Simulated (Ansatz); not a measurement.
# Pb (Fm-3m) in Ansatz: notebook, part 2 of 2

Ansatz 0.2.0. The steps go on from the part before.

**5. Relaxation of cell and atoms, PBE**

The input, input.yaml:

```yaml
crystal:
  lattice:
    - [0.0, 2.47502, 2.47502]
    - [2.47502, 0.0, 2.47502]
    - [2.47502, 2.47502, 0.0]
  atoms:
    - { symbol: Pb, position: [0.0, 0.0, 0.0] }
hamiltonian:
  xc: pbe
  pseudopotentials: { kind: paw }
kpoints:
  mp_grid: { grid: [9, 9, 9] }
scf:
  occupations: { method: fermi_dirac, width: 0.05 }
output:
  forces: true
  stress: true
  write_density: true
  write_potential: true
  elf: true
  volumetric_format: npy
relax:
  f_tol: 0.01
  max_steps: 40
  cell: { stress_tol: 0.05 }
```

Potentials or basis: Ansatz PAW.

Run with:

```console
> ansatz run input.yaml --threads 2 --pin off --max-ram 5120MiB --backend cpu --events-out ev --progress --plain --runs-dir out
```

What it wrote:

```text
Warning: RAYON_NUM_THREADS=2 ignored (pool sized by the plan → 2); use --threads N
Engine: ansatz 0.2.0, aarch64-unknown-linux-gnu
Pseudopotentials: kind: paw
Pseudopotential: Pb, paw, valence charge 14, recommended cutoff 420 eV (normal), Pb.paw.azcp
Functional definition: PBE
  parameter kappa = 0.804
  parameter beta = 0.06672455060314922
  exchange = pbe_x(kappa = kappa, mu = beta*pi^2/3)
  correlation = pbe_c(beta = beta)
Crystal: 1 atoms, lattice volume = 30.323 Å³
Basis set: ecut = 420 eV, 609 PW (Γ), exchange–correlation on 48×48×48 points (8 copies of the dense FFT grid, shifted against one another)
Bands: 11, of which v1, the nominal top of the filled ones, is band 7 counted from 1 (6 counted from 0)
Symmetry: 48 space group operations
Space group: Fm-3m (ITA 225), of the structure as read, at distance tolerance 3.1e-5 Å
k-points: 35 of 729
Non-local potential: Pb, projectors of the file, l = 0: 2, l = 1: 2, l = 2: 2, l = 3: 2
PAW form: soft (Blöchl's): semilocal exchange-correlation on the pseudo side does not see the compensation charge
PAW one-centre angular grid: Pb, 590 points (default); XC on 64 Gauss nodes
Initial density: superposition of atomic densities (neutral atoms: chi_scale 0, normalization atom), corrected by the library's trained network
Initial wavefunctions: pseudopotential atomic-orbital guess
Functional: x = pbe(κ = 0.804, μ = 0.2195149727645171), c = pbe(β = 0.06672455060314922)
SCF iter   1: F=—  HF=-11906.421483 eV  |F-HF|=—  |Δ(HF+E_count)|=         —  Δρ=4.38e-4  dr2=2.65e-5  ethr=1.77e-3  ⟨swp⟩=5.9  Hψ=2545  notcnv=0
preconditioner: auto → none  [insulator: Δε(μ)=0.230 eV  Ē_g=19.961 eV  σ=0.050 eV  W_gap=0.52  n_scr=8 (ndim 8)  ℏωp=25.2 eV  f_vac=0.000  D(μ)=0.39/eV (n_scr^D=0)  ε∞_Penn≈2.6]
SCF iter   2: F=—  HF=-11906.421135 eV  |F-HF|=—  |Δ(HF+E_count)|=   3.48e-4  Δρ=3.70e-4  dr2=2.33e-5  ethr=1.89e-7  ⟨swp⟩=3.3  Hψ=1125  notcnv=0  defer=2
SCF iter   3: F=—  HF=-11906.421140 eV  |F-HF|=—  |Δ(HF+E_count)|=   4.78e-6  Δρ=1.00e-4  dr2=1.16e-6  ethr=1.66e-7  ⟨swp⟩=2.0  Hψ=602  notcnv=0  defer=2
SCF iter   4: F=—  HF=-11906.421143 eV  |F-HF|=—  |Δ(HF+E_count)|=   3.08e-6  Δρ=3.26e-5  dr2=3.21e-7  ethr=8.26e-9  ⟨swp⟩=2.0  Hψ=449  notcnv=0  defer=2
iter 5 did not close the SCF: its close was put off for the readings that it lacked (scf_convergence_deferred on its scf_iter line)
SCF iter   5: F=-11906.421143 eV  HF=-11906.421143 eV  |F-HF|=3.37e-9  |Δ(HF+E_count)|=   6.90e-8  Δρ=3.09e-6  dr2=2.85e-9  ethr=2.29e-9  ⟨swp⟩=2.0  Hψ=615  notcnv=0  defer=2
SCF iter   6: F=-11906.421143 eV  HF=-11906.421143 eV  |F-HF|=2.55e-10  |Δ(HF+E_count)|=   1.08e-9  Δρ=7.77e-7  dr2=1.92e-10  ethr=2.04e-11  ⟨swp⟩=4.7  Hψ=1860  notcnv=0
SCF 1 converged in 6 iterations: F = -11906.421143 eV  dr2 = 1.92e-10
relax step   1: F+E_penalty+E_count = -11906.42114319 eV  Δ(F+E_penalty+E_count) = +0.000e0 eV  max|allowed force component| = 0.000e0 eV/Å  Δτ_max = 0.0000 Å  P = +2.264 GPa  Ω = 30.323 Å³  (6 SCF iters, dr2 threshold 1.00e-7 eV, accepted)
Crystal: 1 atoms, lattice volume = 31.914 Å³
Initial density: handed on by an earlier stage of this run
Initial wavefunctions: those handed on with the density
iter 1 solved again at ethr=3.88e-7 eV; its pass at ethr=3.10e-3 eV (dr2=5.43e-5 eV) is discarded
SCF iter   1: F=—  HF=-11906.431313 eV  |F-HF|=—  |Δ(HF+E_count)|=         —  Δρ=5.29e-4  dr2=9.76e-5  ethr=3.88e-7  ⟨swp⟩=2.2  Hψ=3735  notcnv=0
eigensolver tolerance schedule calibrated: the retry pair's looser diagonalisation under-reported the residual by θ = 0.44 (0.11/decade); ethr = c·dr2/N_el runs at the constant in force after the calibration composes with the one it found (an armed cap, an earlier calibration), c = 7.7e-2
preconditioner: auto → none  [metal: Δε(μ)=0.030 eV  Ē_g=19.734 eV  σ=0.050 eV  W_gap=0.15  n_scr=8 (ndim 8)  ℏωp=24.6 eV  f_vac=0.000  D(μ)=0.43/eV (n_scr^D=0)]
SCF iter   2: F=—  HF=-11906.431290 eV  |F-HF|=—  |Δ(HF+E_count)|=   2.26e-5  Δρ=2.29e-4  dr2=8.25e-6  ethr=3.88e-7  ⟨swp⟩=2.0  Hψ=625  notcnv=0
SCF iter   3: F=—  HF=-11906.431297 eV  |F-HF|=—  |Δ(HF+E_count)|=   6.83e-6  Δρ=1.01e-4  dr2=1.57e-6  ethr=4.56e-8  ⟨swp⟩=1.6  Hψ=408  notcnv=0
SCF iter   4: F=-11906.431299 eV  HF=-11906.431299 eV  |F-HF|=4.78e-10  |Δ(HF+E_count)|=   1.64e-6  Δρ=2.23e-6  dr2=1.32e-9  ethr=5.53e-10  ⟨swp⟩=6.1  Hψ=2071  notcnv=0
SCF 2 converged in 4 iterations: F = -11906.431299 eV  dr2 = 1.32e-9
relax step   2: F+E_penalty+E_count = -11906.43129879 eV  Δ(F+E_penalty+E_count) = -1.016e-2 eV  max|allowed force component| = 0.000e0 eV/Å  Δτ_max = 0.0000 Å  P = -0.050 GPa  Ω = 31.914 Å³  energy of the carried Pulay correction = -2.205e-4 eV  (4 SCF iters, dr2 threshold 1.00e-7 eV, accepted)
Crystal: 1 atoms, lattice volume = 31.878 Å³
iter 1 solved again at ethr=2.01e-9 eV; its pass at ethr=3.10e-3 eV (dr2=2.81e-7 eV) is discarded
SCF iter   1: F=—  HF=-11906.431310 eV  |F-HF|=—  |Δ(HF+E_count)|=         —  Δρ=1.17e-5  dr2=5.14e-8  ethr=2.01e-9  ⟨swp⟩=3.0  Hψ=3298  notcnv=0
preconditioner: auto → none  [metal: Δε(μ)=0.217 eV  Ē_g=19.728 eV  σ=0.050 eV  W_gap=0.49  n_scr=8 (ndim 8)  ℏωp=24.6 eV  f_vac=0.000  D(μ)=0.43/eV (n_scr^D=0)]
SCF iter   2: F=-11906.431310 eV  HF=-11906.431310 eV  |F-HF|=2.80e-9  |Δ(HF+E_count)|=   2.91e-7  Δρ=4.73e-6  dr2=3.43e-9  ethr=4.49e-11  ⟨swp⟩=5.3  Hψ=1952  notcnv=0
SCF 3 converged in 2 iterations: F = -11906.431310 eV  dr2 = 3.43e-9
relax step   3: F+E_penalty+E_count = -11906.43130985 eV  Δ(F+E_penalty+E_count) = -1.107e-5 eV  max|allowed force component| = 0.000e0 eV/Å  Δτ_max = 0.0000 Å  P = -0.005 GPa  Ω = 31.878 Å³  energy of the carried Pulay correction = -2.157e-4 eV  (2 SCF iters, dr2 threshold 6.29e-9 eV, accepted)
Initial wavefunctions: pseudopotential atomic-orbital guess (no wavefunctions were taken with the density)
iter 1 solved again at ethr=4.41e-8 eV; its pass at ethr=3.10e-3 eV (dr2=6.17e-6 eV) is discarded
SCF iter   1: F=—  HF=-11906.431523 eV  |F-HF|=—  |Δ(HF+E_count)|=         —  Δρ=7.42e-5  dr2=3.05e-7  ethr=4.41e-8  ⟨swp⟩=3.1  Hψ=3723  notcnv=0
preconditioner: auto → none  [metal: Δε(μ)=0.217 eV  Ē_g=19.729 eV  σ=0.050 eV  W_gap=0.49  n_scr=8 (ndim 8)  ℏωp=24.6 eV  f_vac=0.000  D(μ)=0.43/eV (n_scr^D=0)]
SCF iter   2: F=—  HF=-11906.431525 eV  |F-HF|=—  |Δ(HF+E_count)|=   1.87e-6  Δρ=3.41e-5  dr2=5.09e-8  ethr=2.18e-9  ⟨swp⟩=2.2  Hψ=612  notcnv=0
SCF iter   3: F=—  HF=-11906.431526 eV  |F-HF|=—  |Δ(HF+E_count)|=   5.80e-7  Δρ=7.44e-6  dr2=2.26e-9  ethr=3.64e-10  ⟨swp⟩=2.5  Hψ=538  notcnv=0
SCF iter   4: F=—  HF=-11906.431526 eV  |F-HF|=—  |Δ(HF+E_count)|=   2.94e-8  Δρ=6.27e-7  dr2=3.49e-11  ethr=1.62e-11  ⟨swp⟩=2.0  Hψ=620  notcnv=0
SCF iter   5: F=-11906.431526 eV  HF=-11906.431526 eV  |F-HF|=1.82e-12  |Δ(HF+E_count)|=  1.00e-10  Δρ=1.85e-8  dr2=3.06e-14  ethr=1.00e-12  ⟨swp⟩=6.3  Hψ=1710  notcnv=0
SCF 4 converged in 5 iterations: F = -11906.431526 eV  dr2 = 3.06e-14
relax step   4: F+E_penalty+E_count = -11906.43152562 eV  Δ(F+E_penalty+E_count) = -2.158e-4 eV  max|allowed force component| = 0.000e0 eV/Å  Δτ_max = 0.0000 Å  P = -0.005 GPa  Ω = 31.878 Å³  stress off target by 5.21e-3 GPa  SCF on the basis re-selected at this cell (its energy is not comparable with the rows above)  (5 SCF iters)
basis re-selected at this cell: Δ(F+E_penalty+E_count) = -2.158e-4 eV, ΔP = -0.000 GPa vs the last step (what re-selecting the basis moved, of the pressure what is left beyond the Pulay correction that the steps carried, after the strain that the cell walked since its last selection, with what the two solves' SCF thresholds leave and, on support functions, any second-order correction that the steps lacked; it is no measure of the basis error at this ecutwfc). This SCF's stress stands 5.21e-3 GPa from its target on what of the cell is left free (relax.cell.stress_tol is 5.00e-2 GPa) and its largest allowed force component is 0.00e0 eV/Å (relax.f_tol is 1.00e-2 eV/Å): within both
SCF converged after 5 iterations
Free energy (F): -11906.431526 eV
Harris-Foulkes:  -11906.431526 eV  (|F-HF|=1.82e-12)
Internal energy: -11906.428164 eV  (E = F + TS)
E sigma→0 (E₀):  -11906.429845 eV
Entropy (-TS):   -0.003361 eV (-3.361 meV/atom)
Fermi energy:    10.112742 eV
--- Per-component energies (eV) ---
  E_band       = -46.398777
  E_kinetic    = 288.339244
  E_local      = -1048.154901  (includes V_loc(G=0)·N_el)
  E_nonlocal   = 349.526951
  E_hartree    = 415.320495
  E_xc         = -220.561974
  E_vxc        = -132.194312  (∫ρ·V_xc dr)
  E_paw        = -10405.450718  (= ΣΔE_a)
  E_vpaw       = -334.556800  (= ΣTr[D̂ρ^β])
  E_aug_tail   = 0.000051  (compensation charges beyond the density's cutoff)
  E_ewald      = -1285.447311
  E_smearing   = -0.003361  (= −TS)
  E_closure    = -0.000000  (closes the sum)
  Σ components = -11906.431526   (vs F -11906.431526, Δ=0.00e0)
--- Forces (eV/Å), atoms counted from 1 ---
  atom   1  Pb    -0.00000000     0.00000000     0.00000000
  max |Σ_I F_I| component: 1.23e-31 eV/Å
--- Stress (GPa, compression-positive) ---
       -0.005206       0.000000       0.000000
        0.000000      -0.005206       0.000000
        0.000000      -0.000000      -0.005206
  P = ⅓ Tr σ = -0.0052 GPa (-0.052 kbar)
--- Band table (eV; the first three rows and the last of 35) ---
  k-point 0: bands = ["-6.8102", "-6.8102", "-6.8102", "-6.6902", "-6.6902", "-1.1789", "17.2693", "17.2693", "17.2693", "19.9559", "20.9536"]
  k-point 1: bands = ["-6.8102", "-6.7960", "-6.7960", "-6.6902", "-6.6902", "-0.9534", "15.0112", "17.0031", "17.0031", "19.4801", "22.0305"]
  k-point 2: bands = ["-6.8131", "-6.7792", "-6.7792", "-6.6702", "-6.6702", "-0.2818", "11.7055", "16.4384", "16.4384", "19.0590", "21.8575"]
  k-point 34: bands = ["-6.8002", "-6.7890", "-6.7194", "-6.6432", "-6.5535", "3.3840", "8.5264", "9.4420", "11.0346", "20.1876", "21.3382"]
--- Relaxed structure (3 steps of the walk, 3 accepted, 1 SCFs on fresh bases) ---
  F+E_penalty+E_count = -11906.43152562 eV   max|allowed force component| = 0.000e0 eV/Å   (the final SCF, on the basis selected at the relaxed cell)
  cell:  # Å, volume = 31.8779 Å³
    - [3.5667604230269114e-34, 2.5166329314964555, 2.5166329314964555]
    - [2.5166329314964555, -3.3868300981152866e-33, 2.5166329314964555]
    - [2.5166329314964555, 2.5166329314964555, -2.826339174496772e-33]
  atoms:
    - { symbol: Pb, position: [0.0, 0.0, 0.0] }
```

It took 1.9 s on 2 threads of Arm Neoverse V1, shared host; peak memory 0.28 GiB.

Results:

```
Free energy                            : -11906.4315 eV
Relaxed volume                         : 31.88 Å³/atom
Relaxed cell                           : a = 3.559 Å, b = 3.559 Å, c = 3.559 Å, α = 60.00°, β = 60.00°, γ = 60.00°
Space group after relaxing (to 0.05 Å) : Fm-3m (No. 225)
Energy gained by relaxing              : 10.4 meV/atom
Ionic steps                            : 4
Pressure after relaxing                : 0.0 GPa
Band gap on the k mesh                 : none (metal or under the smearing width)
```

The path:
| step | energy change (eV) | largest force (eV/Å) | volume (Å³) |
| --- | --- | --- | --- |
| 1 | 0.0000 | 0.0000 | 30.32 |
| 2 | -0.0102 | 0.0000 | 31.91 |
| 3 | -0.0102 | 0.0000 | 31.88 |
| 4 | -0.0104 | 0.0000 | 31.88 |

Final structure:
```
Pb
1.0
     0.00000    2.51663    2.51663
     2.51663    0.00000    2.51663
     2.51663    2.51663    0.00000
Pb
1
Direct
  0.00000 0.00000 0.00000
```

Levels at points of the mesh, in eV from the Fermi level:
```csv
k point,band 3,band 4,band 5,band 6,band 7,band 8,band 9,band 10,band 11
"(0.00, 0.00, 0.00)",-16.92,-16.80,-16.80,-11.29,7.16,7.16,7.16,9.84,10.84
```

Caveat: the plane-wave basis is chosen anew once the cell has moved, so the energies of steps on either side of that aren't comparable.

**6. Relaxation of cell and atoms, BLYP**

input.yaml: that of step 5 with these lines changed.

```diff
@@ -8,3 +8,3 @@
 hamiltonian:
-  xc: pbe
+  xc: blyp
   pseudopotentials: { kind: paw }
@@ -17,6 +17,2 @@
   stress: true
-  write_density: true
-  write_potential: true
-  elf: true
-  volumetric_format: npy
 relax:
```

Potentials or basis: Ansatz PAW.

Run with:

```console
> ansatz run input.yaml --threads 2 --pin off --max-ram 5120MiB --backend cpu --events-out ev --progress --plain --runs-dir out
```

What it wrote:

```text
Warning: RAYON_NUM_THREADS=2 ignored (pool sized by the plan → 2); use --threads N
Engine: ansatz 0.2.0, aarch64-unknown-linux-gnu
Pseudopotentials: kind: paw
Pseudopotential: Pb, paw, valence charge 14, recommended cutoff 420 eV (normal), Pb.paw.azcp
Functional definition: BLYP
  parameter beta = 0.0042
  parameter a = 0.04918
  parameter b = 0.132
  parameter c = 0.2533
  parameter d = 0.349
  exchange = b88_x(beta = beta)
  correlation = lyp_c(a = a, b = b, c = c, d = d)
Crystal: 1 atoms, lattice volume = 30.323 Å³
Basis set: ecut = 420 eV, 609 PW (Γ), exchange–correlation on 48×48×48 points (8 copies of the dense FFT grid, shifted against one another)
Bands: 11, of which v1, the nominal top of the filled ones, is band 7 counted from 1 (6 counted from 0)
Symmetry: 48 space group operations
Space group: Fm-3m (ITA 225), of the structure as read, at distance tolerance 3.1e-5 Å
k-points: 35 of 729
Non-local potential: Pb, projectors of the file, l = 0: 2, l = 1: 2, l = 2: 2, l = 3: 2
PAW form: soft (Blöchl's): semilocal exchange-correlation on the pseudo side does not see the compensation charge
PAW frozen core: Pb, regenerated for the run's functional, and the local potential with it (the file was generated under x = pbe(κ = 0.804, μ = 0.2195149727645171), c = pbe(β = 0.06672455060314922))
PAW one-centre angular grid: Pb, 590 points (default); XC on 64 Gauss nodes
Initial density: superposition of atomic densities (neutral atoms: chi_scale 0, normalization atom), corrected by the library's trained network
[... 35 lines left out ...]
basis re-selected at this cell: Δ(F+E_penalty+E_count) = -5.276e-4 eV, ΔP = -0.004 GPa vs the last step (what re-selecting the basis moved, of the pressure what is left beyond the Pulay correction that the steps carried, after the strain that the cell walked since its last selection, with what the two solves' SCF thresholds leave and, on support functions, any second-order correction that the steps lacked; it is no measure of the basis error at this ecutwfc). The dense FFT grid was sized anew with the basis: this SCF ran on 25×25×25 points, the steps before it on 24×24×24, so part of this shift can come from that change (see relax.cell in the input reference). This SCF's stress stands 2.24e-2 GPa from its target on what of the cell is left free (relax.cell.stress_tol is 5.00e-2 GPa) and its largest allowed force component is 0.00e0 eV/Å (relax.f_tol is 1.00e-2 eV/Å): within both
SCF converged after 5 iterations
Free energy (F): -11934.660593 eV
Harris-Foulkes:  -11934.660593 eV  (|F-HF|=5.46e-12)
Internal energy: -11934.657751 eV  (E = F + TS)
E sigma→0 (E₀):  -11934.659172 eV
Entropy (-TS):   -0.002842 eV (-2.842 meV/atom)
Fermi energy:    9.497574 eV
--- Per-component energies (eV) ---
  E_band       = -55.463098
  E_kinetic    = 288.348044
  E_local      = -1100.000025  (includes V_loc(G=0)·N_el)
  E_nonlocal   = 346.849961
  E_hartree    = 434.612991
  E_xc         = -217.931526
  E_vxc        = -129.005641  (∫ρ·V_xc dr)
  E_paw        = -10435.198558  (= ΣΔE_a)
  E_vpaw       = -330.881461  (= ΣTr[D̂ρ^β])
  E_aug_tail   = 0.000054  (compensation charges beyond the density's cutoff)
  E_ewald      = -1251.224316
  E_core_change = -0.114376  (= ΣΔE_core)
  E_smearing   = -0.002842  (= −TS)
  E_closure    = -0.000000  (closes the sum)
  Σ components = -11934.660593   (vs F -11934.660593, Δ=0.00e0)
--- Forces (eV/Å), atoms counted from 1 ---
  atom   1  Pb    -0.00000000    -0.00000000    -0.00000000
  max |Σ_I F_I| component: 1.81e-31 eV/Å
--- Stress (GPa, compression-positive) ---
       -0.022359       0.000000       0.000000
        0.000000      -0.022359       0.000000
        0.000000       0.000000      -0.022359
  P = ⅓ Tr σ = -0.0224 GPa (-0.224 kbar)
--- Relaxed structure (2 steps of the walk, 2 accepted, 1 SCFs on fresh bases) ---
  F+E_penalty+E_count = -11934.66059317 eV   max|allowed force component| = 0.000e0 eV/Å   (the final SCF, on the basis selected at the relaxed cell)
  cell:  # Å, volume = 34.5658 Å³
    - [2.3884556404198073e-34, 2.5854668834267396, 2.5854668834267396]
    - [2.5854668834267396, -8.311825628660931e-34, 2.5854668834267396]
    - [2.5854668834267396, 2.5854668834267396, 4.58583482960603e-34]
  atoms:
    - { symbol: Pb, position: [0.0, 0.0, 0.0] }
```

Wall time 2 s (2 threads of Arm Neoverse V1, shared host); peak memory 0.28 GiB.

Results:

- Free energy: -11934.6606 eV
- Relaxed volume: 34.57 Å³/atom
- Relaxed cell: a = 3.656 Å, b = 3.656 Å, c = 3.656 Å, α = 60.00°, β = 60.00°, γ = 60.00°
- Space group after relaxing (to 0.05 Å): Fm-3m (No. 225)
- Energy gained by relaxing: 69.1 meV/atom
- Ionic steps: 3
- Pressure after relaxing: 0.0 GPa

The path:
```tsv
step	energy change (eV)	largest force (eV/Å)	volume (Å³)
1	0.0000	0.0000	30.32
2	-0.0685	0.0000	34.57
3	-0.0691	0.0000	34.57
```

Final structure:
```yaml
crystal:
  lattice:
    - [0.00000, 2.58547, 2.58547]
    - [2.58547, 0.00000, 2.58547]
    - [2.58547, 2.58547, 0.00000]
  atoms:
    - { symbol: Pb, position: [0.00000, 0.00000, 0.00000] }
```

Caveat: the plane-wave basis is chosen anew once the cell has moved, so the energies of steps on either side of that aren't comparable; the volume moved by +14 % from the deposited cell, more than functionals usually miss; the PAW data sets come from PBE, with cores solved anew for the run's functional, which leaves a small shift of forces and pressure. Spin-orbit coupling is left out, which matters for the levels of Pb.

**7. The runs side by side**

```csv
task,level,cell,k mesh,cutoff (eV),gap on the mesh (eV),pressure (GPa),relaxed volume (Å³/atom)
relaxation of cell and atoms,rPW86-PBE,relaxed,9 × 9 × 9,420,-,0.0,34.11
single point,PBE,as given,9 × 9 × 9,250,none,1.6,-
single point,PBE,as given,7 × 7 × 7,420,none,2.9,-
relaxation of cell and atoms,PBE,relaxed,9 × 9 × 9,420,none,0.0,31.88
relaxation of cell and atoms,BLYP,relaxed,9 × 9 × 9,420,-,0.0,34.57
```

Alike in all rows: potentials or basis Ansatz PAW; no spin polarisation; smearing fermi-dirac 0.05 eV.

Caveats: the plane-wave basis is chosen anew once the cell has moved, so the energies of steps on either side of that aren't comparable (some runs); the PAW data sets come from PBE, with cores solved anew for the run's functional, which leaves a small shift of forces and pressure (some runs); the volume moved by +12 % from the deposited cell, more than functionals usually miss (some runs); the pressure holds a Pulay correction of +25.6 GPa for the finite cutoff (some runs); the cutoff lies under the one recommended for these potentials (some runs); the volume moved by +14 % from the deposited cell, more than functionals usually miss (some runs).

Absolute energies hang on the potentials; compare differences alone.

**8. Comparison with measurements**

Step 2. The cell as given is a measured one (30.32 Å³/atom); rPW86-PBE puts the equilibrium volume +12.5 % from it, thermal expansion not counted.

Step 5. The cell as given is a measured one (30.32 Å³/atom); PBE puts the equilibrium volume +5.1 % from it, thermal expansion not counted.

Step 6. The cell as given is a measured one (30.32 Å³/atom); BLYP puts the equilibrium volume +14.0 % from it, thermal expansion not counted.
